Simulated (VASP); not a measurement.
A run of VASP 6.6.1 is set up as follows.

File INCAR:

```
SYSTEM = CeO
ALGO = Normal ; EDIFF = 1E-6
ENCUT = 520 ; ISIF = 2
ISMEAR = 0 ; ISPIN = 2
LASPH = .TRUE. ; LCHARG = .FALSE.
LDAU = .TRUE. ; LDAUJ = 0 0
LDAUL = 3 -1 ; LDAUPRINT = 1
LDAUTYPE = 2 ; LDAUU = 3 0
LMAXMIX = 6 ; LORBIT = 11
LREAL = .FALSE. ; LWAVE = .FALSE.
MAGMOM = 1 0 ; NBANDS = 20
NELM = 150 ; PREC = Accurate
SIGMA = 0.05
```

KPOINTS

```
k-points
0
G
  7 7 7
  0 0 0
```

POSCAR

```
CeO
1.0
    2.8880971600      0.0000000000      0.0000000000
    0.0000000000      2.8880971600      0.0000000000
    0.0000000000      0.0000000000      2.8880971600
Ce O
1 1
Direct
    0.0000000000      0.0000000000      0.0000000000
    0.5000000000      0.5000000000      0.5000000000
```

Potentials or basis: VASP PAW LDA potentials, release 64 (Ce, O).

Command:

```bash
$ cat potpaw_LDA.64/Ce/POTCAR potpaw_LDA.64/O/POTCAR > POTCAR
$ mpirun -np 1 vasp_std > vasp.out
```

Predict the net moment.

0.98 μB per cell.

Predict the pressure.

36.2 GPa.

Estimate the band gap on the k mesh.

none (metal or under the smearing width).

Eigenvalues of the final occupation matrices:
```
    site  spin  trace                         eigenvalues
site 1 f     1   1.01  0.02 0.02 0.02 0.04 0.30 0.30 0.30
site 1 f     2   0.19  0.01 0.02 0.02 0.03 0.03 0.03 0.04
```

Caveat: the magnetic or orbital state may not be the lowest; a pressure of tens of GPa on the cell as given is suspect, and the run, the potentials or the cell itself is likely at fault; spin-orbit coupling is left out, which moves the levels of the heavy elements. The state reached can hang on the start; a lower one may exist.
